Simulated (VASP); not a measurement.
# Au (I4/mmm) in VASP: single point with LDA

Aim: the single point of Au with LDA.

All numbers are computed with VASP 6.6.1; they aren't measurements. Logs are shortened: lines on timing, memory, paths and dates and some standing lists are left out, and cuts for length are marked.

## (1) The cell of the first run

Symmetry: I4/mmm, No. 139, tetragonal system. The conventional cell has a = 2.893 Å, b = 2.893 Å, c = 3.968 Å, α = 90.00°, β = 90.00°, γ = 90.00°. Au (site symmetry 4/mmm) is surrounded by 12 Au at 2.85 to 2.89 Å.

## (2) Single point, LDA (strain +0.000 along x and y, -0.030 along z, atoms carried along)

File INCAR:

```
SYSTEM = Au
PREC = Accurate
ENCUT = 520
EDIFF = 1E-7
ISMEAR = 0
SIGMA = 0.15
LREAL = .False.
LASPH = .True.
NELM = 80
ALGO = Fast
ISIF = 2
LWAVE = .False.
LCHARG = .False.
GGA = CA
NBANDS = 12
```

File KPOINTS:

```
Automatic mesh
0
Gamma
  20 20 20
  0 0 0
```

File POSCAR:

```
Au
1.0
    0.0000000000      2.0455000000      1.9841350000
    2.0455000000      0.0000000000      1.9841350000
    2.0455000000      2.0455000000      0.0000000000
Au
1
Direct
    0.0000000000      0.0000000000      0.0000000000
```

Potentials or basis: VASP PAW LDA potentials, release 64 (Au).

Run with:

```console
$ cat potpaw_LDA.64/Au/POTCAR > POTCAR
$ mpirun -np 1 vasp_std > vasp.out
```

OUTCAR:

```text
SYSTEM = Au
   PREC = Accurate
   ENCUT = 520
   EDIFF = 1E-7
   ISMEAR = 0
   LREAL = .False.
   LASPH = .True.
   NELM = 80
   ISIF = 2
   GGA = CA

 ion  position               nearest neighbor table
   1  0.000  0.000  0.000-

  LATTYP: Found a body centered tetragonal cell.
 ALAT       =     2.8927738418
 C/A-ratio  =     1.3717871555

  Lattice vectors:

 A1 = (   0.0000000000,  -2.0455000000,  -1.9841350000)
 A2 = (   0.0000000000,   2.0455000000,  -1.9841350000)
 A3 = (   2.0455000000,   0.0000000000,   1.9841350000)

Analysis of symmetry for initial positions (statically):
=====================================================================
 Subroutine PRICEL returns:
 Original cell was already a primitive cell.

 Routine SETGRP: Setting up the symmetry group for a
 body centered tetragonal supercell.

 Subroutine GETGRP returns: Found 16 space group operations
 (whereof 16 operations were pure point group operations)
 out of a pool of 16 trial point group operations.

The static configuration has the point symmetry D_4h.

Analysis of symmetry for dynamics (positions and initial velocities):
=====================================================================
 Subroutine PRICEL returns:
 Original cell was already a primitive cell.

 Routine SETGRP: Setting up the symmetry group for a
 body centered tetragonal supercell.

 Subroutine GETGRP returns: Found 16 space group operations
 (whereof 16 operations were pure point group operations)
 out of a pool of 16 trial point group operations.

The dynamic configuration has the point symmetry D_4h.

 Subroutine INISYM returns: Found 16 space group operations
 (whereof 16 operations are pure point group operations),
 and found     1 'primitive' translations

----------------------------------------------------------------------------------------

                                     Primitive cell

  volume of cell :      16.6035

  direct lattice vectors                    reciprocal lattice vectors
     0.000000000  2.045500000  1.984135000    -0.244439012  0.244439012  0.251998982
     2.045500000  0.000000000  1.984135000     0.244439012 -0.244439012  0.251998982
     2.045500000  2.045500000  0.000000000     0.244439012  0.244439012 -0.251998982

  length of vectors
     2.849712608  2.849712608  2.892773842     0.427790075  0.427790075  0.427790075

  position of ions in fractional coordinates (direct lattice)
     0.000000000  0.000000000  0.000000000

  ion indices of the primitive-cell ions
   primitive index   ion index
                 1           1
[... 77 lines left out ...]
   NFREE  =      0    steps in history (QN), initial steepest desc. (CG)
   ISIF   =      2    stress and relaxation
   ISYM   =      2    0-nonsym 1-usesym 2-fastsym
   POTIM  = 0.5000    time-step for ionic-motion
   TEBEG  =    0.0;   TEEND  =   0.0 temperature during run
   PSTRESS=    0.0 pullay stress
   NELECT =      11.0000    total number of electrons
   NUPDOWN=      -1.0000    fix difference up-down
   EMIN   =  10.00;   EMAX   =-10.00  energy-range for DOS
   EFERMI =   0.00;   METHOD = LEGACY
   ISMEAR =     0;   SIGMA  =   0.15  broadening in eV -4-tet -1-fermi 0-gaus
   EFERMI_NEDOS =   21; number of points for ismear=-14 and -15
   IALGO  =     68    algorithm
   IMIX   =      4    mixing-type and parameters
     AMIX     =   0.40;   BMIX     =  1.00
     AMIX_MAG =   1.60;   BMIX_MAG =  1.00
  volume/ion in A,a.u.               =      16.60       112.05
  Fermi-wavevector in a.u.,A,eV,Ry     =   1.427159  2.696939 27.712109  2.036783
  Thomas-Fermi vector in A             =   2.547358
   LORBIT       =      0    0 simple, 1 ext, 2 COOP (PROOUT), +10 PAW based schemes
   GGA     = CA    functional components
   LHFCALC =     F    Hartree Fock is set to
   AEXX    =    0.0000 exact exchange contribution
   IVDW    =     0    specifies the selected vdW correction
   LEPSILON=     F    determine dielectric tensor
   LRPA    =     F    only Hartree local field effects (RPA)
 non-spin polarized calculation
 RMM-DIIS sequential band-by-band and
 Gauss-broadening in eV      SIGMA  =   0.15
  energy-cutoff  :      520.00
  volume of cell :       16.60
 maximum number of plane-waves:       463
 NGX is ok and might be reduce to    24
   NGX = 11   NGY = 11   NGZ = 11

 number of electron      10.9999999 magnetization

 Free energy of the ion-electron system (eV)
  ---------------------------------------------------
  ext. energy  EPLUGINS =         0.00000000
  ---------------------------------------------------
  free energy    TOTEN  =        -4.44602885 eV

  energy without entropy =       -4.44266879  energy(sigma->0) =       -4.44434882

 E-fermi :   9.7257     XC(G=0): -13.1344

 val. band max:        9.7234014074   @ k =   0.5000   0.0000   0.1000
 cond. band min:       9.7283899939   @ k =   0.5000   0.3000   0.1500
 fundamental gap:      0.0049885865
 Fermi energy:         9.7257150362

 k-point     1 :       0.0000    0.0000    0.0000
  band No.  band energies     occupation
      1      -0.4608      2.00000
      2       4.7894      2.00000
      3       4.7894      2.00000
      4       5.0667      2.00000
      5       6.3306      2.00000
      6       6.6373      2.00000
      7      24.1937      0.00000
      8      28.0991      0.00000
      9      28.0991      0.00000
     10      28.6625      0.00000
     11      33.4155      0.00000
     12      37.8472      0.00000
[... 331 lines left out ...]
 k-point    24 :      -0.3500    0.0500    0.0000
  band No.  band energies     occupation
      1       2.1494      2.00000
      2       4.8866      2.00000
      3       5.0801      2.00000
      4       5.9929      2.00000
      5       7.1840      2.00000
      6       7.6669      2.00000
      7      16.5393      0.00000
      8      24.3381      0.00000
      9      27.3544      0.00000
     10      28.3999      0.00000
     11      33.2286      0.00000
     12      33.8411      0.00000

 [... further k-points ...]
[... 5 lines left out ...]
  --------------------------------------------------------------------------------------
  -------------------------------------------------------------------------------------
  Total        0.0002698      0.0002698      0.0933797      0.0000000      0.0000000      0.0000000
  in kB        0.0260348      0.0260348      9.0107925      0.0000000      0.0000000      0.0000000
  external PRESSURE =       3.0209541 kB  Pullay stress =       0.0000000 kB

 VOLUME and BASIS-vectors are now :
 -----------------------------------------------------------------------------
  energy-cutoff  :      520.00
  volume of cell :       16.60
      direct lattice vectors                 reciprocal lattice vectors
     0.000000000  2.045500000  1.984135000    -0.244439012  0.244439012  0.251998982
     2.045500000  0.000000000  1.984135000     0.244439012 -0.244439012  0.251998982
     2.045500000  2.045500000  0.000000000     0.244439012  0.244439012 -0.251998982

 POSITION                                       TOTAL-FORCE (eV/Angst)
 -----------------------------------------------------------------------------------
      0.00000      0.00000      0.00000         0.000000      0.000000      0.000000
 -----------------------------------------------------------------------------------
    total drift:                                0.000000      0.000000     -0.000000

  FREE ENERGIE OF THE ION-ELECTRON SYSTEM (eV)
  ---------------------------------------------------
  free  energy   TOTEN  =        -4.4460288539 eV

  energy  without entropy=       -4.4426687858  energy(sigma->0) =       -4.44434882
```

stdout:

```text
POSCAR found type information on POSCAR Au
 POSCAR found :  1 types and       1 ions
 scaLAPACK will be used
 LDA part: xc-table for (Slater(with rela. corr.)+CA(PZ))
 , standard interpolation
 POSCAR, INCAR and KPOINTS ok, starting setup
 FFT: planning ... GRIDC
 FFT: planning ... GRID_SOFT
 FFT: planning ... GRID
 WAVECAR not read
 entering main loop
```

Run time: 57 s. Hardware: 1 thread of Intel Xeon 6975P-C (Granite Rapids), shared host; peak memory 0.22 GiB.

Results:

- Free energy: -4.4460 eV
- Pressure: 0.3 GPa
- Band gap on the k mesh: none (metal or under the smearing width)

Stress tensor (GPa, compression positive):
```
0.00 0.00 0.00
0.00 0.00 0.00
0.00 0.00 0.90
```

Levels at points of the mesh, in eV from the Fermi level:
```csv
k point,band 3,band 4,band 5,band 6,band 7,band 8,band 9,band 10
"(0.00, 0.00, 0.00)",-4.94,-4.66,-3.40,-3.09,14.47,18.37,18.37,18.94
"(0.50, 0.00, 0.00)",-4.74,-2.04,-1.91,-1.12,3.20,13.88,16.89,17.60
"(0.50, 0.50, 0.00)",-2.02,-1.62,-1.62,1.26,6.45,9.64,9.64,17.23
"(0.50, 0.00, 0.50)",-2.02,-1.75,-1.54,0.72,5.73,10.14,10.23,17.72
```

Spin-orbit coupling is left out, which matters for the levels of Au.
